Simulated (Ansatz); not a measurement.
# Relaxing CoSn

Theory: Ansatz, DFT PBEsol, scalar-relativistic, plane waves, PAW. (420 eV cutoff, 12×12×10 k-mesh, Gaussian smearing of 0.10 eV, no spin polarisation)

What was changed: relaxed at 40 GPa.

Other phases may be more stable at this pressure.

Command:

```bash
ansatz run input.yaml --threads 1 --pin off --max-ram 2560MiB --backend cpu --events-out ev --progress --plain --runs-dir out
```

Input:

```yaml
crystal:
  lattice:
    - [4.9073202133, 0.0, 0.0]
    - [-2.4536601067, 4.2498639692, 0.0]
    - [0.0, 0.0, 3.9181068222]
  atoms:
    - { symbol: Co, position: [0.0, 0.5, 0.0] }
    - { symbol: Co, position: [0.5, 0.5, 0.0] }
    - { symbol: Co, position: [0.5, 0.0, 0.0] }
    - { symbol: Sn, position: [0.6666666667, 0.3333333333, 0.5] }
    - { symbol: Sn, position: [0.3333333333, 0.6666666667, 0.5] }
    - { symbol: Sn, position: [0.0, 0.0, 0.0] }
basis:
  ecutwfc: 420
kpoints:
  mp_grid: { grid: [12, 12, 10] }
hamiltonian:
  xc: pbesol
scf:
  occupations: { method: gaussian, width: 0.1 }
output:
  forces: true
  stress: true
  eigenvalues: true
relax:
  adjacent_minimum: "off"
  f_tol: 0.008
  max_steps: 50
  cell: { stress_tol: 0.08, p_target: 40.0 }
```

F is the free energy. Steps run on the plane waves of an earlier cell, but the last one, and at times one on the way, on a freshly chosen basis, so a repeated geometry can differ a little in energy. The relaxation lowers the enthalpy F + PV at the target pressure, so F itself can rise.

Steps:

| step | F − F(1) (eV) | largest force component (eV/Å) | V (Å³/atom) | P (GPa) |
| --- | --- | --- | --- | --- |
| 1 | 0.0000 | 0.000 | 13.619 | 42.05 |
| 2 | -0.1629 | 0.000 | 13.726 | 39.53 |
| 3 | -0.1332 | 0.000 | 13.706 | 40.00 |
| 4 | -0.1339 | 0.000 | 13.706 | 40.00 |

Relaxed structure:

```xyz
6
Lattice="4.9175 0.0000 0.0000 -2.4588 4.2587 0.0000 0.0000 0.0000 3.9269" Properties=species:S:1:pos:R:3 pbc="T T T"
Co   -1.2294    2.1293    0.0000
Co    1.2294    2.1293    0.0000
Co    2.4588    0.0000    0.0000
Sn    2.4588    1.4196    1.9634
Sn    0.0000    2.8391    1.9634
Sn    0.0000    0.0000    0.0000
```

It takes space group P6/mmm (No. 191, hexagonal). The conventional cell has a = 4.918 Å, b = 4.918 Å, c = 3.927 Å, α = 90.00°, β = 90.00°, γ = 120.00°. Co (site symmetry mmm) is surrounded by 6 Sn at 2.42 to 2.46 Å and 4 Co at 2.46 Å. Around Sn (site symmetry -6m2) lie 6 Co at 2.42 Å. Sn (site symmetry 6/mmm) is surrounded by 6 Co at 2.46 Å.

The run converged. Time: 60 s on 1 thread of Intel(R) Xeon(R) 6975P-C (Granite Rapids) (shared host), peak memory 0.68 GiB.